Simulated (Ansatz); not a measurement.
Ti: strain energy, fitted

Ti, P6/mmm, a = 4.515 Å, c = 2.799 Å. This isn't the element's structure at ambient conditions. Ansatz: PBEsol, PAW, 420 eV, Γ-centred 12×12×18 mesh on 3 atoms, Gaussian smearing 0.10 eV; no spin polarisation. Series: biaxial strain in the a-b plane, c and atoms relaxed; x is the strain in per cent. y is the free energy over the unstrained cell, V0 = 16.472 Å³/atom.

| x (%) | y (meV/atom) |
| --- | --- |
| -3.0 | 25.49 |
| -2.0 | 11.10 |
| -1.0 | ? |
| 0.0 | 0.00 |
| 1.0 | 2.83 |
| 2.0 | 10.94 |
| 3.0 | 24.10 |

Question: Fit y = c2 x² + c3 x³ to the other rows, turn c2 into a modulus, and predict the missing energy.

Answer: Least squares on the rows shown. y = 2.7555 x² − 0.024408 x³. In eV per unit strain² c2 is 27.55; M is the biaxial modulus (E = M V0 ε²): 27.55 × 160.2 / (16.472) = 268 GPa. The unstrained cell keeps some stress along the strain, worth a slope of 0.10 meV/atom per %, which the form leaves out. At x = -1.0 the fit asked for gives 2.78 meV/atom. The run gave 2.68 meV/atom, so the fit is 0.10 meV/atom too high, within twice the rms miss on the fitted rows (0.09 meV/atom).